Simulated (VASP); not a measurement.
A run of VASP 6.6.1 is set up as follows.

File INCAR:

```
SYSTEM = MgS
PREC = Accurate
ENCUT = 520
EDIFF = 1E-7
ISMEAR = -1
SIGMA = 0.05
LREAL = .False.
LASPH = .True.
NELM = 100
ALGO = Normal
ISIF = 2
LWAVE = .False.
LCHARG = .False.
GGA = PE
NBANDS = 11
```

Contents of KPOINTS:

```
regular mesh
0
Gamma
  9 9 9
  0 0 0
```

Contents of POSCAR:

```
MgS
1.0
    0.0000000000      2.6016500000      2.6016500000
    2.6016500000      0.0000000000      2.6016500000
    2.6016500000      2.6016500000      0.0000000000
S Mg
1 1
Direct
    0.4992310000      0.5036530000      0.5096220000
    0.0147500000     -0.0082040000     -0.0116660000
```

Potentials or basis: VASP PAW PBE potentials, release 64 (S, Mg).

The run is started by

```sh
$ cat potpaw_PBE.64/S/POTCAR potpaw_PBE.64/Mg/POTCAR > POTCAR
$ mpirun -np 1 vasp_std > vasp.out
```

(1) What does it give for the band gap on the k mesh?

(2) Estimate the largest force.

Results:

(1) 2.91 eV, indirect (least direct gap 3.71 eV).

(2) 0.256 eV/Å.

Caveat: an odd mesh through Γ misses points on the zone boundary, where band edges often lie.
